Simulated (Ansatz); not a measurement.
# TiS2: the cost of one run

Program: Ansatz 0.2.0. Level of theory: reference: DFT, PBE, plane waves, PAW. These are calculated values, not measurements.

2 further runs of the same task are left out: 2 that didn't finish.

## (1) The system as given

The structure is trigonal, space group P-3m1 (No. 164). Conventional cell: a = 3.411 Å, b = 3.411 Å, c = 5.739 Å, α = 90.00°, β = 90.00°, γ = 120.00°. Ti (site symmetry -3m) is surrounded by 6 S at 2.42 Å. S (site symmetry 3m) has 3 Ti at 2.42 Å as nearest neighbours.

As a file:

```
CELL_PARAMETERS angstrom
3.41060 0.00000 0.00000
-1.70530 2.95367 0.00000
0.00000 0.00000 5.73872
ATOMIC_POSITIONS crystal
Ti 0.00000 0.00000 0.00000
S 0.33333 0.66667 0.24491
S 0.66667 0.33333 0.75509
```

## (2) Reference

File input.yaml:

```yaml
crystal:
  lattice:
    - [3.4106015668, 0.0, 0.0]
    - [-1.7053007834, 2.953667599, 0.0]
    - [0.0, 0.0, 5.7387203108]
  atoms:
    - { symbol: Ti, position: [0.0, 0.0, 0.0] }
    - { symbol: S, position: [0.3333333333, 0.6666666667, 0.244912313] }
    - { symbol: S, position: [0.6666666667, 0.3333333333, 0.755087687] }
kpoints:
  mp_grid: { grid: [6, 6, 4] }
hamiltonian:
  xc: pbe
scf:
  occupations: { method: fermi_dirac, width: 0.02 }
  n_extra_bands: 4
output:
  forces: true
  stress: true
  eigenvalues: true
  write_density: true
  write_potential: true
  elf: true
  volumetric_format: npy
```

The run is started by

```bash
ansatz run input.yaml --threads 4 --pin off --max-ram 3686MiB --backend cpu --events-out ev --progress --plain --runs-dir out
```

What time and memory should one allow on 4 threads of an x86-64 CPU, shared host?

About 4.6 s, with a peak of 0.36 GiB.
